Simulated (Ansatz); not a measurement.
**A trial form of Hf**

All numbers below come from DFT PBE, scalar-relativistic, plane waves, PAW in Ansatz 0.2.0. Cutoff 420 eV, Gaussian smearing, Γ-centred meshes. Cell and atoms relax first on a coarse mesh and then on a finer one. In between, the cell is made exact in the group found at 0.06 Å. In metals the finer mesh still leaves noise of several meV/atom or more. The steps can't lower the symmetry of their start. No spin polarisation.

The cell of Hf is invented: random cell by space group and Wyckoff sites (P4/mmm, No. 123). The dimensions are guesses.

```
Hf
1.0
     2.29501    0.00000    0.00000
     0.00000    2.29501    0.00000
     0.00000    0.00000    2.93902
Hf
1
Direct
  0.50000 0.50000 0.50000
```

Energies count from the standard state of Hf at the same level.

Task: Where does the relaxation end?

Result: The symmetry goes from P4/mmm (No. 123) to Pm-3m (No. 221). The end has the simple cubic type. The volume per atom grows by 59.8 %, from 15.5 to 24.7 Å³. The shortest distance goes from 2.30 Å (Hf–Hf) to 2.91 Å (Hf–Hf). The energy falls by about 2.7 eV/atom (the start's value is from the coarse mesh). Conventional cell: a = 2.914 Å. Hf is surrounded by 6 Hf at 2.91 Å.

```xyz
1
Lattice="2.9138 0.0000 0.0000 0.0000 2.9138 0.0000 0.0000 0.0000 2.9138" Properties=species:S:1:pos:R:3 pbc="T T T"
Hf    1.4569    1.4569    1.4569
```

Task: Give its energy and gap.

Result: The energy over the standard state is +1.08 eV/atom and the gap on the 18×18×18 mesh of the 1-atom cell is 0 eV (a metal).

It lies above the standard state, so it could only be metastable.

The last run used Gaussian smearing of 0.10 eV. These runs have no spin–orbit coupling, which can matter for Hf. Symmetry constrained the relaxation, so the result can be a saddle point.
